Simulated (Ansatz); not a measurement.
The parent structure is InN in the wurtzite structure (space group P6_3mc, No. 186; a = 3.5805 Å, c = 5.7878 Å). Axes: x lies along a and z along c of the hexagonal cell.

Structures relaxed with Ansatz (a quantum-chemistry and plane-wave program) PBE, scalar-relativistic without spin-orbit coupling.

Base:

Simulated powder pattern, Mo Kα, λ = 0.71073 Å (kinematic, ideal powder, no thermal factors, no anomalous dispersion; the 10 strongest lines at most, above 2 %, up to 2θ = 40°):

```
2θ (°)  I/Imax (%)    hkl
------  ----------  -----
13.16           34  (100)
14.11           31  (002)
14.94          100  (101)
19.34           20  (102)
22.90           30  (110)
25.06           32  (103)
27.00           30  (112)
27.45           19  (201)
34.20           12  (203)
36.04           16  (211)
```

Modification: uniaxial strain ε_zz = +2.88 %, all other strain components held at zero; the atoms relax in the strained cell.

After the change:

Simulated powder pattern, Mo Kα, λ = 0.71073 Å (kinematic, ideal powder, no thermal factors, no anomalous dispersion; the 10 strongest lines at most, above 2 %, up to 2θ = 40°):

| 2θ (°) | d (Å) | I/Imax (%) | hkl |
|---|---|---|---|
| 13.16 | 3.101 | 34 | (100) |
| 13.71 | 2.977 | 32 | (002) |
| 14.85 | 2.750 | 100 | (101) |
| 19.05 | 2.148 | 20 | (102) |
| 22.90 | 1.790 | 29 | (110) |
| 24.55 | 1.672 | 34 | (103) |
| 26.79 | 1.534 | 30 | (112) |
| 27.40 | 1.500 | 18 | (201) |
| 33.82 | 1.222 | 12 | (203) |
| 36.00 | 1.150 | 15 | (211) |

The indices refer to the base's conventional cell; one index is shown for lines that coincide.

The mesh was chosen for an insulator and is coarse for the gapless case. Whether these cells are dynamically stable was not tested. The final runs are not spin-polarised.
